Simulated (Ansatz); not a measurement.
All numbers below come from Ansatz, DFT PBE, scalar-relativistic, plane waves, PAW. All cells share a 420 eV cutoff and Γ-centred k meshes spaced at most about 0.3 Å⁻¹ (about 0.25 or finer for metals, 2π included). No spin polarisation in the final relaxations.

Each of these unrelaxed guesses is relaxed in cell and atoms within its symmetry. A guess keeps its type if space group and coordination stay and the shape of the cell changes little (axis ratios within about 15 %, angles within 6°); the volume may change.

1. As

```cif
data_structure
_symmetry_space_group_name_H-M 'I4_1/amd:1'
_symmetry_Int_Tables_number 141
_cell_length_a 3.9574
_cell_length_b 3.9574
_cell_length_c 13.7088
_cell_angle_alpha 90.000
_cell_angle_beta 90.000
_cell_angle_gamma 90.000
_cell_volume 214.69
loop_
_atom_site_label
_atom_site_type_symbol
_atom_site_symmetry_multiplicity
_atom_site_Wyckoff_symbol
_atom_site_fract_x
_atom_site_fract_y
_atom_site_fract_z
_atom_site_occupancy
As1 As 8 e 0.00000 0.00000 0.08333 1
```

2. SiC

```cif
data_structure
_symmetry_space_group_name_H-M 'Aea2'
_symmetry_Int_Tables_number 41
_cell_length_a 6.5104
_cell_length_b 4.5215
_cell_length_c 4.8552
_cell_angle_alpha 90.000
_cell_angle_beta 90.000
_cell_angle_gamma 90.000
_cell_volume 142.92
loop_
_atom_site_label
_atom_site_type_symbol
_atom_site_symmetry_multiplicity
_atom_site_Wyckoff_symbol
_atom_site_fract_x
_atom_site_fract_y
_atom_site_fract_z
_atom_site_occupancy
Si1 Si 8 b 0.37876 0.19564 0.06410 1
C1 C 8 b 0.37876 0.80436 0.93590 1
```

Question: Which guesses survive the relaxation?

Answer: Guess 2 keeps its type.

```tsv
guess	kept	start group	end group	V start (Å³/atom)	V end	b/a and c/a, end over start	nearest neighbours start	nearest neighbours end
1	no	I4_1/amd	I4_1/amd	26.8	28.8	1.00, 2.08	As 3	As 2
2	yes	Aea2	Aea2	8.9	10.6	1.07, 0.98	C 4, Si 4	C 4, Si 4
```

Neighbours count within 15 % of an atom's shortest distance; end groups are read at 0.02 Å (0.05 Å in metals).

No dispersion correction is applied, so the spacing and binding between layers, chains or molecules are poorly described (As I4_1/amd). Cells relaxed within their symmetry can be saddle points.
